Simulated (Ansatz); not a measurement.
## Effect of uniaxial strain ε_xx = +2.05 % on BeO

Base system: BeO in the wurtzite structure (space group P6_3mc, No. 186; a = 2.690 Å, c = 4.370 Å). Axes: x lies along a and z along c of the hexagonal cell.

It is then changed as follows: the cell is stretched by 2.05 % along x with no lateral relaxation, atoms relaxed at fixed cell.

All numbers come from r2SCAN (Ansatz, a program for electronic structure; PAW; 500 eV plane waves; no spin-orbit coupling). Γ-centred 14×14×8 mesh, Fermi–Dirac width 0.05 eV.

The volume per atom grows by 0.14 Å³ (6.85 Å³ → 6.99 Å³) and the shortest interatomic distance grows by 0.006 Å (1.643 Å → 1.649 Å). The energy goes up by 4.0 meV/atom and the pressure (mean of the normal stresses, compression positive) goes from zero to -4.38 GPa. The band gap drops by 0.26 eV to 8.29 eV and the gap character remains direct at Γ. The electron mass changes from 0.53 mₑ along c, 0.61 mₑ across (at Γ) to 0.60 mₑ along y, 0.55 mₑ across (at Γ) and the valence-band top at Γ (three highest levels, from the VBM) changes from 0.00, -0.04, -0.04 eV to 0.00, -0.04, -0.15 eV. The stress (xx, yy, zz, yz, xz, xy; compression positive) is (-8.90, -2.47, -1.76, 0.00, 0.00, 0.00) GPa.

Final structure:

```
CELL_PARAMETERS angstrom
      2.74564     0.00000     0.00000
     -1.37282     2.33003     0.00000
      0.00000     0.00000     4.36988
ATOMIC_POSITIONS crystal
  Be 0.66675 0.33351 0.00189
  Be 0.33325 0.66649 0.50189
  O  0.66823 0.33647 0.62331
  O  0.33177 0.66353 0.12331
```

Effective masses come from finite differences of ±0.01 Å⁻¹. No phonon test of stability was made. k-point labels follow each cell's own Brillouin zone.
